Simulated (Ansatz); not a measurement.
# MgO: the cost of one run

Method: DFT PBE, scalar-relativistic, plane waves, PAW, in Ansatz 0.2.0.

3 further runs of the same task are left out: 1 that didn't finish, 2 set aside as unsound or not needed.

### 1 Starting point

The structure is hexagonal, space group P6_3/mmc (No. 194). The conventional cell has a = 3.521 Å, b = 3.521 Å, c = 4.238 Å, α = 90.00°, β = 90.00°, γ = 120.00°. Mg (site symmetry -6m2) has 5 O at 2.03 to 2.12 Å as nearest neighbours. O (site symmetry -6m2) is surrounded by 5 Mg at 2.03 to 2.12 Å.

Structure file:

```cif
data_structure
_symmetry_space_group_name_H-M 'P6_3/mmc'
_symmetry_Int_Tables_number 194
_cell_length_a 3.5207
_cell_length_b 3.5207
_cell_length_c 4.2383
_cell_angle_alpha 90.000
_cell_angle_beta 90.000
_cell_angle_gamma 120.000
_cell_volume 45.50
loop_
_atom_site_label
_atom_site_type_symbol
_atom_site_symmetry_multiplicity
_atom_site_Wyckoff_symbol
_atom_site_fract_x
_atom_site_fract_y
_atom_site_fract_z
_atom_site_occupancy
Mg1 Mg 2 c 0.66667 0.33333 0.75000 1
O1 O 2 d 0.66667 0.33333 0.25000 1
```

It goes back to an entry of the Materials Project, which need not be the stable form.

It is the result of an earlier relaxation at this level (volume 11.37 Å³/atom; gap on the mesh: 3.28 eV).

### 2 Dielectric function

Input file input.yaml:

```yaml
crystal:
  lattice:
    - [3.5207217159, 0.0, 0.0]
    - [-1.760360858, 3.0490344456, 0.0]
    - [0.0, 0.0, 4.2382702817]
  atoms:
    - { symbol: Mg, position: [0.6666666667, 0.3333333333, 0.75] }
    - { symbol: Mg, position: [0.3333333333, 0.6666666667, 0.25] }
    - { symbol: O, position: [0.6666666667, 0.3333333333, 0.25] }
    - { symbol: O, position: [0.3333333333, 0.6666666667, 0.75] }
basis:
  ecutwfc: 420
kpoints:
  mp_grid: { grid: [6, 6, 6] }
hamiltonian:
  xc: pbe
scf:
  occupations: { method: gaussian, width: 0.01 }
  n_extra_bands: 16
output:
  eigenvalues: true
  optics: { e_range: [0, 14], sigma: 0.1, nscf_kmesh: { grid: [12, 12, 10] } }
checkpoint:
  read: start.run
  write: ck
  compress: false
  write_wavefunctions: false
  write_every: 100000
```

On the command line:

```
> ansatz run input.yaml --threads 1 --pin off --max-ram 3072MiB --backend cpu --events-out ev --progress --plain --runs-dir out
```

What time and memory should one allow on 1 thread of Intel Xeon Platinum 8488C (Sapphire Rapids), shared host?

About 42 s, with a peak of 1 GiB.
